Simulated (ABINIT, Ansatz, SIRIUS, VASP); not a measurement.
MnSi: 5 runs at one level of theory

```
CELL_PARAMETERS angstrom
0.00000 2.52722 2.52722
2.52722 0.00000 2.52722
2.52722 2.52722 0.00000
ATOMIC_POSITIONS crystal
Mn 0.00000 0.00000 0.00000
Si 0.25000 0.25000 0.25000
```

Measurements of this composition are mostly on another form, of space group No. 198.

Alike in all runs: task single point; functional PBE; k mesh 9 × 9 × 9; occupations fermi-dirac, width 0.05 eV; collinear spin, ferromagnetic start; no spin-orbit coupling. Pressure is positive in compression and, in plane waves, holds the error of the finite cutoff, which Ansatz's Pulay term estimates and takes out.

```csv
program and potentials,plane-wave cutoff (eV),notes,pressure (GPa),net moment per atom (μB)
"Ansatz, Ansatz PAW",420,9.5 valence electrons an atom on average; Pulay term of +0.03 GPa included,19.01,1.02
"VASP, PBE PAW files Mn_pv, Si, 520 eV",520,8.5 valence electrons an atom on average,18.98,1.02
"ABINIT, JTH PAW PBE v2.0",707,9.5 valence electrons an atom on average,19.18,1.02
"Ansatz, all-electron LAPW, scalar-relativistic",-,-,19.01,1.02
"SIRIUS, PseudoDojo 0.4.1 PBE standard (scalar relativistic)",1307,9.5 valence electrons an atom on average,19.66,1.04
```

The pressure spans 18.98 (VASP, PBE PAW files Mn_pv, Si, 520 eV) to 19.66 GPa (SIRIUS, PseudoDojo 0.4.1 PBE standard (scalar relativistic)), with all-electron results at 19.01. The net moment per atom spans 1.02 (VASP, PBE PAW files Mn_pv, Si, 520 eV) to 1.04 μB (SIRIUS, PseudoDojo 0.4.1 PBE standard (scalar relativistic)), with all-electron results at 1.02. The cell lies far from this level's equilibrium. The state is the one that the start led to, which needn't be the lowest.

Differences between rows come from potentials, basis sets and numerical settings, since the functional is the same but for its coding. Runs on potential files found faulty are left out.
